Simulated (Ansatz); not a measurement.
Crystal: SnO.

```
CELL_PARAMETERS angstrom
3.81370 0.00000 0.00000
0.00000 3.81370 0.00000
0.00000 0.00000 4.88691
ATOMIC_POSITIONS crystal
Sn 0.50000 0.00000 0.76463
Sn 0.00000 0.50000 0.23537
O 0.00000 0.00000 0.00000
O 0.50000 0.50000 0.00000
```

The cell is a database's computed one.

Base run:

| Item | Value |
| --- | --- |
| Program | Ansatz 0.2.0 |
| Functional | revPBE |
| Potentials or basis | Ansatz PAW |
| Cutoff | 420 eV (not typed: the program's choice for these potentials) |
| k mesh | 7 × 7 × 6 |
| Occupations | fermi-dirac, width 0.05 eV |
| Spin | no spin polarisation |

Its results: band gap on the k mesh 0.36 eV, indirect (least direct gap 2.09 eV); pressure 5.5 GPa; largest force 0.504 eV/Å.

Q: The run is repeated on the same cell with these changes: functional from revPBE to PBE; k mesh from 7 × 7 × 6 to 5 × 5 × 4. What comes out?

A: Band gap on the k mesh 0.56 eV, indirect (least direct gap 2.07 eV); pressure 3.6 GPa; largest force 0.366 eV/Å.

Several settings changed at once, so the effect can't be laid on one alone.

Caveats: spin-orbit coupling is left out, which moves the levels of the heavy elements; the k mesh misses the band edges, so the gap on the mesh is wider than the one along the path (some runs); the PAW data sets come from PBE, with cores solved anew for the run's functional, which leaves a small shift of forces and pressure (some runs); odd divisions of the mesh miss points on the zone boundary, where band edges often lie, so the gap on the mesh can be too wide (some runs).
